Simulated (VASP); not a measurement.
**ZnSnP2: relaxation of cell and atoms with PBEsol**

Crystal: ZnSnP2.

```
CELL_PARAMETERS angstrom
-2.81296 2.81296 5.63694
2.81296 -2.81296 5.63694
2.81296 2.81296 -5.63694
ATOMIC_POSITIONS crystal
Zn 0.75000 0.25000 0.50000
Zn 0.00000 0.00000 0.00000
Sn 0.25000 0.75000 0.50000
Sn 0.50000 0.50000 0.00000
P 0.37500 0.35103 0.47603
P 0.64897 0.12500 0.02397
P 0.10103 0.62500 0.97603
P 0.87500 0.89897 0.52397
```

The cell comes from a database or a generator and needn't be the stable form of this composition.

```yaml
Program: VASP 6.6.1
Task: relaxation of cell and atoms
Functional: PBEsol
Potentials_or_basis: VASP PAW PBE potentials, release 64 (Zn, Sn_d, P)
Cutoff: 600 eV
k_mesh: 8 × 8 × 8
Occupations: gaussian, width 0.03 eV
Spin: no spin polarisation
Further_INCAR_settings: ALGO = Normal; EDIFF = 1e-07; IBRION = 2; EDIFFG = -0.005; NSW = 90; ISIF = 3
```

```json
{
 "Relaxed volume": "22.31 Å³/atom",
 "Relaxed cell": "a = 6.901 Å, b = 6.901 Å, c = 6.901 Å, α = 131.89°, β = 131.89°, γ = 70.40°",
 "Space group after relaxing (to 0.05 Å)": "I-42d (No. 122)",
 "Energy gained by relaxing": "0.0 meV/atom",
 "Ionic steps": "2",
 "Pressure after relaxing": "0.0 GPa",
 "Band gap on the k mesh": "0.81 eV, direct"
}
```

Final structure:
```
Zn Sn P
1.0
    -2.81272    2.81272    5.63919
     2.81272   -2.81272    5.63919
     2.81272    2.81272   -5.63919
Zn Sn P
2 2 4
Direct
  0.75000 0.25000 0.50000
  0.00000 0.00000 0.00000
  0.25000 0.75000 0.50000
  0.50000 0.50000 0.00000
  0.37500 0.35102 0.47602
  0.64898 0.12500 0.02398
  0.10102 0.62500 0.97602
  0.87500 0.89898 0.52398
```

Levels at points of the mesh, in eV from the valence-band top:
```
           k point  band 33  band 34  band 35  band 36  band 37  band 38  band 39  band 40
(0.00, 0.00, 0.00)    -2.60    -0.01     0.00     0.00     0.81     1.25     1.49     3.28
(0.50, 0.00, 0.00)    -2.30    -1.97    -1.52    -1.02     2.47     2.58     2.69     3.60
(0.50, 0.50, 0.00)    -1.12    -1.12    -0.84    -0.84     1.05     1.05     2.79     2.79
(0.50, 0.50, 0.50)    -1.75    -1.75    -1.44    -1.44     1.25     1.25     1.27     1.27
```

Wall time 12 min on 2 MPI ranks on AMD EPYC 7R13 Processor (Zen 3) (shared host), peak memory 0.75 GiB a rank.

Caveat: the PAW data sets were made with another functional, which shifts forces and pressure a little; spin-orbit coupling is left out, which moves the levels of the heavy elements. A k mesh can miss the band edges.
